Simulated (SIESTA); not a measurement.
Crystal: ZrO2.

```
Zr O
1.0
     3.59610    0.00000    0.00000
     0.00000    3.59610    0.00000
     0.00000    0.00000    5.17700
Zr O
2 4
Direct
  0.50000 0.50000 0.50000
  0.00000 0.00000 0.00000
  0.50000 0.00000 0.79700
  0.50000 0.00000 0.29700
  0.00000 0.50000 0.70300
  0.00000 0.50000 0.20300
```

Program: SIESTA 5.4.2. Alike in all runs: task single point; level PBE; no spin polarisation; cell as given; k mesh 7 × 7 × 5; smearing fermi-dirac 0.05 eV; grid cutoff 800 Ry; energy shift 0.003 Ry.

Q: Order these runs on this cell by their pressure, lowest first.
A. potentials or basis PseudoDojo 0.4 standard (PBE files), DZ (energy shift 0.003 Ry; two zetas on semicore shells)
B. potentials or basis PseudoDojo 0.4 standard (PBE files), SZP (energy shift 0.003 Ry)
C. potentials or basis PseudoDojo 0.4 standard (PBE files), SZ (energy shift 0.003 Ry)
D. potentials or basis PseudoDojo 0.4 standard (PBE files), TZDP (energy shift 0.003 Ry; two zetas on semicore shells)

A: C (7.6 GPa), D (9.3 GPa), A (11.3 GPa), B (13.9 GPa).

Caveats: the basis of atomic orbitals isn't converged, which shifts pressures, moduli and gaps; the basis has no polarisation orbitals (some runs).
